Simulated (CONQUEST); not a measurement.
BaZrO3:

```xyz
5
Lattice="4.1913 0.0000 0.0000 0.0000 4.1913 0.0000 0.0000 0.0000 4.1913" Properties=species:S:1:pos:R:3 pbc="T T T"
Ba    0.0000    0.0000    0.0000
Zr    2.0957    2.0957    2.0957
O     0.0000    2.0957    2.0957
O     2.0957    0.0000    2.0957
O     2.0957    2.0957    0.0000
```

```yaml
Program: CONQUEST 1.3
Task: single point
Functional: PBEsol
Potentials_or_basis: PseudoDojo NC PBEsol, DZP, grid cutoff 150 Ha
k_mesh: 6 × 6 × 6
Occupations: fermi-dirac, width 0.05 eV
Spin: no spin polarisation
```

On this cell: pressure 0.9 GPa; largest force zero by symmetry; band gap on the k mesh 2.92 eV, indirect (least direct gap 3.10 eV).

The same run follows on a disturbed copy (atoms moved at random, drawn with an rms of 0.05 Å):

```
Ba Zr O
1.0
     4.19134    0.00000    0.00000
     0.00000    4.19134    0.00000
     0.00000    0.00000    4.19134
Ba Zr O
1 1 3
Direct
  0.99258 0.00777 0.99980
  0.49188 0.50828 0.49946
  0.00047 0.50117 0.50717
  0.50659 0.00155 0.50564
  0.50463 0.50599 0.00583
```

Task: What changes?

Result: The energy moves by +2.2 meV/atom; pressure 0.8 GPa; largest force 0.345 eV/Å; band gap on the k mesh 2.95 eV, indirect (least direct gap 3.14 eV).

Forces in eV/Å, atoms in the order of the input:
```
Ba  -0.015 -0.011  0.003
Zr   0.239 -0.186  0.166
O   -0.117 -0.016  0.017
O   -0.044  0.264  0.024
O   -0.042 -0.057 -0.176
```

Stress tensor (GPa, compression positive):
```
 0.82 -0.03  0.00
-0.03  0.62 -0.05
 0.00 -0.05  1.08
```

The forces don't sum to zero, so they hold noise of the program's grid.

Caveats: spin-orbit coupling is left out, which moves the levels of the heavy elements; the basis of atomic orbitals isn't converged, which shifts pressures, moduli and gaps.

A k mesh can miss the band edges.
